Put one crystal through a series of density functionals, from LDA through the gradient-corrected GGAs to a meta-GGA and a hybrid, and one might expect its computed pressure to move step by step as the theory improves. The crystal here is black phosphorus, whose puckered layers are held together by weak forces. The cell is fixed, so a positive pressure means that it would like to expand and a negative one that it would like to shrink.

Kohn-Sham DFT pressure of black phosphorus (space group Cmce, 4-atom cell) with ABINIT and Ansatz, without spin polarisation and with Fermi-Dirac smearing of 0.05 eV. The cell and atoms are held as given, and the basis column gives the cutoff energy. Pressure is positive in compression, and Ansatz values leave out the Pulay correction.

| method | rung | program | potentials | basis | k mesh | pressure (GPa) |
| --- | --- | --- | --- | --- | --- | --- |
| LDA | LDA | ABINIT | PseudoDojo NC SR LDA v0.4 stringent | 490 eV | 6x6x4 4-atom cell | -2.280 |
| B88-PBE | GGA | Ansatz LAPW | all electron PAW datasets made for the crystal | 240 eV | none 4-atom cell | 2.100 |
| PBE | GGA | ABINIT | JTH PAW PBE v2.0 | 544 eV | 5x5x4 4-atom cell | 2.000 |
| PBE-D4 | GGA | Ansatz | Ansatz PAW | 420 eV | 8x8x6 4-atom cell | -0.740 |
| PBEsol | GGA | ABINIT | JTH PAW PBE v2.0 | 408 eV | 6x6x4 4-atom cell | -0.600 |
| r2SCAN | meta-GGA | ABINIT | JTH PAW PBE v2.0 | 653 eV | 3x3x2 4-atom cell | 1.120 |
| HSE06-form-with-a-typed share-of-exact-exchange | hybrid | Ansatz | Ansatz PAW | 420 eV | 4x4x3 4-atom cell | 0.240 |

The first part of the ladder behaves. LDA binds atoms too strongly and gives −2.28 GPa, PBEsol gives −0.60 GPa, and PBE, which tends to bind solids too weakly, gives 2.00 GPa. The same order holds for the stress along each of the three crystal axes, which the calculations also provide. This agreement between directions makes the order believable.

Then the r2SCAN row arrives with 1.12 GPa, neatly between PBEsol and PBE. It looks like a sensible compromise from a more refined functional, but the three stresses behind it tell another story. Pressure is their average, and for r2SCAN it is (6.29 − 2.01 − 0.91)/3 = 1.12 GPa. The crystal pushes outward hard in one direction and pulls inward in the other two.

Comparison with PBE shows how much the average hides. Along the zigzag rows of atoms the r2SCAN stress is 3.7 GPa higher, while across the layers it is 3.6 GPa lower and along the remaining axis 2.8 GPa lower. These large changes nearly cancel, and the pressure moves by only −0.9 GPa. In no direction does the r2SCAN stress lie between those of PBEsol and PBE, although the pressure does.

**Why the mesh is the main suspect**

Among the rows that state a k mesh, r2SCAN also has the coarsest, 3x3x2; the B88-PBE row states none. A k mesh is the set of electron wave vectors over which the energy is averaged. The hybrid has the next coarsest, 4x4x3, and the next largest difference between its highest and lowest stress, 2.1 GPa against 8.3 GPa for r2SCAN. In the other rows this spread stays below 1 GPa, and the largest of these belongs to PBE, which has the third coarsest stated mesh. Despite its label, the hybrid row keeps the standard share of exact exchange; what was changed is the screening, so it isn't standard HSE06.

A simple picture explains why a coarse mesh can do this. Dividing the range of wave vectors into n steps is the same as forcing the electron waves to repeat after n cells. Along the zigzag direction the crystal repeats every 3.30 Å, so three steps impose a repeat of 3 × 3.30 Å = 9.9 Å. Along the other axis in the plane of the layers, two steps of 4.544 Å impose a repeat of 9.1 Å. With the 8x8x6 mesh of the PBE-D4 row both repeats are longer than 26 Å.

In a real crystal, the quantum-mechanical link between electrons at two places fades with distance, and it fades slowly when the band gap is small, as it is here. If the imposed repeat is too short, the link has not yet died out when the waves start to repeat, and the calculation counts part of it as a link between near places. That puts an error into the energy. Stretching the crystal can change this error differently along each axis, so the false stress can differ by direction.

The picture tells which rows to distrust, but not the sign or the size of their error, nor which axis suffers most. The stresses themselves add a pattern. In the r2SCAN, hybrid and PBE rows, which have the three coarsest stated meshes, the stress is highest along the zigzag rows and lowest across the layers, and the spread shrinks as the mesh gets finer, although the hybrid comes from another program with other potentials. This still doesn't settle the case, because functional and mesh change together, and the r2SCAN run borrows potentials made for PBE. PBEsol borrows them too, and its total energy differs from that of PBE by 1.1 eV, whereas that of r2SCAN differs by 225 eV, far more than a change of functional is expected to give. This may be only a constant offset from the core electrons, but it warns that these potentials may not suit the meta-GGA. An unrelaxed cell can carry real stresses that differ by direction, and r2SCAN may truly prefer a cell of another shape. The coarse mesh is therefore the likely cause of the 8.3 GPa spread, still to be tested.

**A second symptom, in the band gap**

The two PBE rows reveal a mesh problem of another kind. The D4 term adds the attraction between distant atoms to the energy, but it leaves the electron levels alone as long as the atoms stay put. PBE and PBE-D4 should therefore have the same gap. On their meshes they have 0.44 and 0.10 eV.

The programs and potentials differ too, but the levels at Γ, the point of zero wave vector, suggest that this matters little. There PBE and the closely related B88-PBE, which come from different programs, have gaps of 1.78 and 1.79 eV. On their meshes the same two rows differ by 0.34 eV. Where the levels are compared at the same wave vector they agree, so the disagreement most likely comes from which wave vectors were sampled.

The smallest gap of black phosphorus lies at a point called Z, halfway along two of the reciprocal axes. A mesh that starts from Γ reaches the halfway point with eight divisions, at 4/8, but with five it steps from 2/5 to 3/5 and misses it. The PBE and r2SCAN runs report levels at Γ, which indicates that their meshes start there, so the 5x5x4 and 3x3x2 meshes never see the smallest gap. Measured from the levels at Γ, the PBE run indeed finds a lower valence top and a higher conduction bottom than the B88-PBE run. This also puts the 0.86 eV of r2SCAN in doubt: it is 0.77 eV above the PBE-D4 value, whereas at Γ r2SCAN widens the PBE gap by only 0.19 eV. LDA and PBEsol, on 6x6x4 meshes, show no gap at all. That fits the known tendency of such functionals to make gaps too small, since the real crystal is a semiconductor.

The two symptoms don't replace each other. On a mesh that starts from Γ, an even number of divisions along the two axes catches the band edge however coarse the mesh is, so a reasonable gap is no proof of a reasonable stress. The stress depends on all occupied states, while the gap is read from the levels at the band edges alone.

**What the rung can and cannot tell**

Even without the two doubtful rows, the name of the rung doesn't fix the pressure. The GGA rows alone span 2.84 GPa, out of 4.38 GPa for the whole table. PBEsol, which has no added attraction, lies 2.60 GPa below PBE, and PBE-D4 lies 2.74 GPa below PBE. The sign of the second drop is that of the D4 attraction, which plain PBE lacks and which matters in a layered crystal, but the change of program, potentials and mesh may account for part of it.

For practical work, this means looking at the three diagonal stresses before quoting their average. If a new functional shifts them by several GPa in opposite directions, the first thing to change is the mesh, with the functional and the cell held fixed. Even divisions, counted from Γ, along the two axes that lead to Z keep the band edge in view. The pressure is ready for use when each stress has stopped moving; a steady average is not enough. For r2SCAN, a run on the 8x8x6 mesh would show whether the strong push along the zigzag rows comes from the sampling; what survives would belong to the functional or to its borrowed potentials.
